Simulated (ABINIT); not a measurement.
# Beyond one shot: BAs (F-43m), part 3 of 3

Wanted: G0W0 and self-consistent gaps of BAs (F-43m), with the cost of the cycles.

ABINIT 10.8.3; LDA and many-body steps on it, plane waves. Known limits of the many-body steps: not at the basis limit; no spin-orbit coupling.

So far. Step 7 (evGW0, cycle 3): Against the cycle before, the gap moves by +0.009 eV. Step 10 (evGW, cycle 1): Against G0W0 in ABINIT (6×6×6 mesh, 95 bands, screening to 179.6 eV, Godby-Needs plasmon pole), the gap moves by +0.185 eV.

**12. Screening, 6×6×6 mesh, 95 bands, screening to 179.6 eV**

This step: RPA screening on LDA from quasiparticle energies, plane waves, norm-conserving pseudopotentials.

Input file run.abi:

```
acell 3*1.0 Angstrom
rprim 
  -0.000000000000 2.388500000000 2.388500000000
  2.388500000000 -0.000000000000 2.388500000000
  2.388500000000 2.388500000000 -0.000000000000
ntypat 2
znucl 5 33
natom 2
typat 1 2
xred 
  0.000000000000 0.000000000000 0.000000000000
  0.250000000000 0.250000000000 0.250000000000
pp_dirpath "pseudos"
pseudos "B.upf, As.upf"
ecut 44
ngkpt 6 6 6
nshiftk 1
shiftk 0 0 0
kptopt 1
chksymbreak 0
istwfk *1
occopt 1
irdwfk 1
optdriver 3
nband 95
ecuteps 6.6
inclvkb 2
awtr 1
symchi 1
irdqps 1
gwcalctyp 10
nqptdm 15
qptdm 
  0.1666666667 0.0000000000 0.0000000000
  0.3333333333 0.0000000000 0.0000000000
  0.5000000000 0.0000000000 0.0000000000
  0.1666666667 0.1666666667 0.0000000000
  0.3333333333 0.1666666667 0.0000000000
  0.5000000000 0.1666666667 0.0000000000
  -0.3333333333 0.1666666667 0.0000000000
  -0.1666666667 0.1666666667 0.0000000000
  0.3333333333 0.3333333333 0.0000000000
  0.5000000000 0.3333333333 0.0000000000
  -0.3333333333 0.3333333333 0.0000000000
  0.5000000000 0.5000000000 0.0000000000
  0.5000000000 0.3333333333 0.1666666667
  -0.3333333333 0.3333333333 0.1666666667
  -0.3333333333 0.5000000000 0.1666666667
indata_prefix "in"
outdata_prefix "out"
tmpdata_prefix "tmp"
```

Input file mrgscr.stdin:

```
2
merged
q0_SCR
out_SCR
1
```

Command:

```bash
> OMP_NUM_THREADS=1 mpirun -n 4 abinit run.abi > log; mrgscr < mrgscr.stdin
```

What it wrote:

```text
.Version 10.8.3 of ABINIT. v10.8.2 released Aug 2026.

 Symmetries : space group F-4 3 m (#216); Bravais cF (face-center cubic)
[... echo of the input left out ...]
== DATASET  1 ==================================================================
-   mpi_nproc: 4, omp_nthreads: 1 (-1 if OMP is not activated)

--- !DatasetInfo
iteration_state: {dtset: 1, }
dimensions: {natom: 2, nkpt: 16, mband: 95, nsppol: 1, nspinor: 1, nspden: 1, mpw: 2637, }
cutoff_energies: {ecut:  44.0, pawecutdg:  -1.0, }
[...]
q-point number  1        q = ( 0.166667, 0.000000, 0.000000) [r.l.u.]
--------------------------------------------------------------------------------
[... chi0 elements left out ...]
  Average fulfillment of the sum rule on Im[epsilon] for q-point    2 :     59.37  [%]

--------------------------------------------------------------------------------
  q-point number  2        q = ( 0.333333, 0.000000, 0.000000) [r.l.u.]
--------------------------------------------------------------------------------
[... chi0 elements left out ...]
  Average fulfillment of the sum rule on Im[epsilon] for q-point    3 :     54.21  [%]

 [... 13 further q-points ...]
```

The job ended after 2.5 min (4 MPI ranks of Arm Neoverse V1, shared host; peak memory 1.1 GiB).

This step gave:

```
plasma frequency                    : 36.27 eV
plane waves in the screening matrix : 169
```

This screening reads the quasiparticle levels of the cycle before.

**13. evGW, cycle 2**

This step: evGW on LDA, plane waves, norm-conserving pseudopotentials.

run.abi, as its differences from that of step 12:

```diff
@@ -23,12 +23,10 @@
 irdwfk 1
-optdriver 3
+optdriver 4
 nband 95
-ecuteps 6.6
-inclvkb 2
-awtr 1
-symchi 1
-irdqps 1
 gwcalctyp 10
-nqptdm 15
-qptdm 
+ecutsigx 44
+symsigma 1
+nkptgw 16
+kptgw 
+  0.0000000000 0.0000000000 0.0000000000
   0.1666666667 0.0000000000 0.0000000000
@@ -48,2 +46,23 @@
   -0.3333333333 0.5000000000 0.1666666667
+bdgw 
+  11 17
+  11 17
+  11 17
+  11 17
+  11 17
+  11 17
+  11 17
+  11 17
+  11 17
+  11 17
+  11 17
+  11 17
+  11 17
+  11 17
+  11 17
+  11 17
+ecuteps 6.6
+irdscr 1
+ppmodel 1
+irdqps 1
 indata_prefix "in"
```

Command:

```bash
> OMP_NUM_THREADS=1 mpirun -n 4 abinit run.abi > log
```

What it wrote:

```text
.Version 10.8.3 of ABINIT. v10.8.2 released Aug 2026.

 Symmetries : space group F-4 3 m (#216); Bravais cF (face-center cubic)
[... echo of the input left out ...]
== DATASET  1 ==================================================================
-   mpi_nproc: 4, omp_nthreads: 1 (-1 if OMP is not activated)

--- !DatasetInfo
iteration_state: {dtset: 1, }
dimensions: {natom: 2, nkpt: 16, mband: 95, nsppol: 1, nspinor: 1, nspden: 1, mpw: 2637, }
cutoff_energies: {ecut:  44.0, pawecutdg:  -1.0, }
[...]
.  kptgw no:  3; Maximum DeltaE = (   0.004  -0.000) for band index:  1
[...]
.  kptgw no: 15; Maximum DeltaE = (  -0.021   0.001) for band index:  3
.  kptgw no: 16; Maximum DeltaE = (  -0.004  -0.000) for band index:  2

== END DATASET(S) ==============================================================
================================================================================

 -outvars: echo values of variables after computation  --------
           etotal      0.0000000000E+00
            nband          95
             nkpt          16
          spgroup         216
 [... the other variables as echoed above ...]

 Calculation completed.
```

Wall time 6.4 min (4 MPI ranks); peak memory 1.3 GiB.

Numbers from this step:

| Item | Value |
| --- | --- |
| quasiparticle gap on the mesh | 2.087 eV |
| gap of the density functional on the mesh | 1.238 eV |
| k of the valence top | 0, 0, 0 |
| k of the conduction bottom | 0.3333, 0.3333, 0 |
| least direct quasiparticle gap on the computed points | 4.395 eV |

Against the cycle before, the gap moves by +0.005 eV.

**14. Side by side**

Times are wall times on 4 MPI ranks of Arm Neoverse V1, shared host, good to a factor of about two. A run's time includes the screening step that it read.

```csv
run,mesh,bands,screening cutoff (eV),DFT gap (eV),gap on the mesh (eV),direct (eV),ε∞ used,time
G0W0,6×6×6,95,179.6,1.238,1.897,4.173,10.67,3 min
"evGW0, cycle 1",6×6×6,95,179.6,1.238,2.051,4.390,10.67,8.8 min
"evGW0, cycle 2",6×6×6,95,179.6,1.238,1.966,4.257,10.67,8.8 min
"evGW0, cycle 3",6×6×6,95,179.6,1.238,1.975,4.273,10.67,8.8 min
"evGW, cycle 1",6×6×6,95,179.6,1.238,2.082,4.389,9.21,8.9 min
"evGW, cycle 2",6×6×6,95,179.6,1.238,2.087,4.395,9.03,9 min
```

**15. Results**

| Quantity | Value |
| --- | --- |
| G0W0 | 1.897 eV |
| evGW0, cycle 1 | 2.051 eV |
| evGW0, cycle 2 | 1.966 eV |
| evGW0, cycle 3 | 1.975 eV |
| evGW, cycle 1 | 2.082 eV |
| evGW, cycle 2 | 2.087 eV |
| known limits | not at the basis limit; no spin-orbit coupling |

**Reading.** Only the bands that the input lists are updated; the others, empty or deep, keep the functional's energies or take a rigid shift. The evGW loop starts from the last levels of evGW0, so its cycles and time come on top of those. evGW0 ends at 1.97 eV, +0.08 eV from G0W0, after 3 cycles that took 19 min beside the first screening; the last moved the gap by 0.009 eV. evGW ends at 2.09 eV, +0.19 eV from G0W0, after 2 cycles that took 18 min beside the first screening; the last moved the gap by 0.005 eV. The first cycle of evGW0 takes the full correction, without the factor Z, so it overshoots the one-shot value. Against experiment, by evGW, cycle 2: the gap of 2.09 eV lies +0.27 eV from the measured 1.82 eV (indirect, 300 K, 2019); the direct gap of 4.40 eV lies +0.28 eV from the measured 4.12 eV (direct, 300 K, 2019); the gap of 2.09 eV lies +0.07 eV from the measured 2.02 eV (indirect, 300 K, 2019). An exciton line or allowed optical edge lies below the quasiparticle gap by the binding energy; a forbidden edge can push the onset above it. These are gaps on the mesh, at modest bands and cutoff. The calculation has static nuclei and no excitons; a measured gap holds zero-point and thermal motion, which mostly lowers it. Bands and cutoff are finite, so the gap is not at the basis limit. The miss can reach some tenths of an eV and take either sign; the mesh is an error of its own. A denser mesh or path gives a starting gap of 1.15 eV: the GW mesh misses a band edge, so its gaps are not the fundamental one. In the updated screening the q = 0 part is built from Kohn-Sham bands under a rigid shift, the other q from the quasiparticle levels. The many-body steps are scalar-relativistic: spin-orbit coupling is not in them.

[Paths, hosts, dates, memory and timing lines, banners, echoed tables and standing remarks are left out of the program output.]

[Logs are printed without paths, hosts, clocks, repeated set-up lines and the standing remarks that a program may print on its own settings, such as how far it seeks lower states.]

[Runs of the session that timed out or met a known fault of the program may be left out.]

[Hosts, paths, dates, database ids (printed as entryN), source tags and the programs' standing remarks are cut or masked in the printed files.]

[G0W0 gaps are taken among the corrected bands and points alone; a level outside them can change the order at an edge.]

[Where Ansatz stands beside ABINIT at settings called matched, ABINIT's density can come from a denser mesh and the files from another edition; pairs whose starting gaps differed by over 0.03 eV were left out, so agreement reads better than it is.]
